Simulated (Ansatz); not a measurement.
The system is NiO.

```
Ni O
1.0
     0.00000    2.08590    2.08590
     2.08590    0.00000    2.08590
     2.08590    2.08590    0.00000
Ni O
1 1
Direct
  0.00000 0.00000 0.00000
  0.50000 0.50000 0.50000
```

- Program: Ansatz 0.2.0
- Task: relaxation of cell and atoms
- Functional: revPBE
- Dispersion: D3(BJ)
- Potentials or basis: all-electron LAPW, scalar-relativistic
- Basis error allowed: 0.001 eV/atom
- k mesh: 11 × 11 × 11
- Occupations: fermi-dirac, width 0.05 eV
- Spin: collinear spin, ferromagnetic start
- Starting moments: [1.0, 0.0] μB

At the start: volume 9.08 Å³/atom.

Problem. How do energy, volume and symmetry change on relaxing?

Solution. Over 5 steps the energy falls by 3.0 meV/atom and the volume is 9.27 Å³/atom (+2.2 %); space group Fm-3m (No. 225, to 0.05 Å); moment 1.88 μB per cell.

Step by step:
```csv
step,energy change (eV),largest force (eV/Å),volume (Å³)
1,0.0000,0.0000,18.15
2,-0.0049,0.0000,18.37
3,-0.0061,0.0000,18.54
4,-0.0061,0.0000,18.55
5,-0.0061,0.0000,18.55
```

Final structure:
```cif
data_structure
_symmetry_space_group_name_H-M 'P 1'
_symmetry_Int_Tables_number 1
_cell_length_a 2.9711
_cell_length_b 2.9711
_cell_length_c 2.9711
_cell_angle_alpha 60.000
_cell_angle_beta 60.000
_cell_angle_gamma 60.000
_cell_volume 18.55
loop_
_atom_site_label
_atom_site_type_symbol
_atom_site_fract_x
_atom_site_fract_y
_atom_site_fract_z
_atom_site_occupancy
Ni1 Ni 0.00000 0.00000 0.00000 1
O1 O 0.50000 0.50000 0.50000 1
```

Caveat: a cell with one magnetic atom can't hold antiferromagnetic order, which such compounds often take.
